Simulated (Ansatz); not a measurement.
Cu3Au (Auricupride):

```
Au Cu
1.0
     3.74000    0.00000    0.00000
     0.00000    3.74000    0.00000
     0.00000    0.00000    3.74000
Au Cu
1 3
Direct
  0.00000 0.00000 0.00000
  0.50000 0.50000 0.00000
  0.50000 0.00000 0.50000
  0.00000 0.50000 0.50000
```

- Program: Ansatz 0.2.0
- Task: relaxation of cell and atoms
- Functional: PBEsol
- Potentials or basis: Ansatz PAW soft_1
- Cutoff: 420 eV (not typed: the program's choice for these potentials)
- k mesh: 7 × 7 × 7
- Occupations: fermi-dirac, width 0.05 eV
- Spin: no spin polarisation

At the start: volume 13.08 Å³/atom.

Problem. Where does the relaxation end?

Solution. It ends after 4 steps and the volume is 12.78 Å³/atom (-2.2 %); space group Pm-3m (No. 221, to 0.05 Å).

Step by step:
```csv
step,energy change (eV),largest force (eV/Å),volume (Å³)
1,0.0000,0.0000,52.31
2,-0.0139,0.0000,51.28
3,-0.0142,0.0000,51.14
4,-0.0134,0.0000,51.14
```

Final structure:
```
Au Cu
1.0
     3.71181    0.00000    0.00000
     0.00000    3.71181    0.00000
     0.00000    0.00000    3.71181
Au Cu
1 3
Direct
  0.00000 0.00000 0.00000
  0.50000 0.50000 0.00000
  0.50000 0.00000 0.50000
  0.00000 0.50000 0.50000
```

Caveat: the plane-wave basis is chosen anew once the cell has moved, so the energies of steps on either side of that aren't comparable; the PAW data sets come from PBE, with cores solved anew for the run's functional, which leaves a small shift of forces and pressure.
